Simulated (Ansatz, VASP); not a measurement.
Sb: VASP beside Ansatz

The input INCAR:

```
PREC = Accurate ; ENCUT = 520
EDIFF = 1E-6 ; ISMEAR = -1
SIGMA = 0.1 ; LREAL = F
LASPH = T ; NELM = 100
ALGO = Normal ; ISIF = 2
LWAVE = F ; LCHARG = F
GGA = CA ; NBANDS = 12
```

Contents of KPOINTS:

```
Automatic mesh
0
Gamma
  12 12 7
```

File POSCAR:

```
Sb
1.0
    3.2511968069      0.0000000000      0.0000000000
   -1.6255984034      2.8156190274      0.0000000000
    0.0000000000      0.0000000000      5.3752780394
Sb
2
Direct
    0.3333333333      0.6666666667      0.2500000000
    0.6666666667      0.3333333333      0.7500000000
```

Input for Ansatz:

```yaml
crystal:
  lattice:
    - [3.2511968069, 0.0, 0.0]
    - [-1.6255984034, 2.8156190274, 0.0]
    - [0.0, 0.0, 5.3752780394]
  atoms:
    - { symbol: Sb, position: [0.3333333333, 0.6666666667, 0.25] }
    - { symbol: Sb, position: [0.6666666667, 0.3333333333, 0.75] }
hamiltonian:
  xc: lda
  pseudopotentials:
    kind: paw
    azcp:
      Sb: "pseudopotentials/Sb.paw.azcp"
basis:
  ecutwfc: 420
  fft_grid_basis: typed
kpoints:
  mp_grid: { grid: [12, 12, 7], shift: [0, 0, 0] }
magnetization:
  spin_polarized: false
scf:
  occupations: { method: fermi_dirac, width: 0.1 }
  lower_state_search: "off"
output:
  stress: true
  write_density: true
  write_potential: true
  elf: true
  volumetric_format: npy
```

Alike in both runs: task single point; functional LDA; k mesh 12 × 12 × 7; occupations fermi-dirac, width 0.1 eV; no spin polarisation.

|  | VASP | Ansatz |
| --- | --- | --- |
| version | VASP 6.6.1 | Ansatz 0.2.0 |
| potentials or method | VASP PAW LDA potentials, release 64 (Sb) | plane waves (420 eV) with PAW, scalar-relativistic |
| plane-wave cutoff (eV) | 520 | 420 |
| valence electrons in the cell | 10 | 30 |

```csv
,VASP,Ansatz,Ansatz less VASP
pressure (GPa),3.6,3.4,-0.17
largest component of the traceless stress (GPa),1.17,1.11,-0.060
```

The two sets of potentials don't hold the same shells in valence. Ansatz warned: «pseudo_functional_mismatch».

The runs have no spin-orbit coupling, so splittings on Sb are missing.
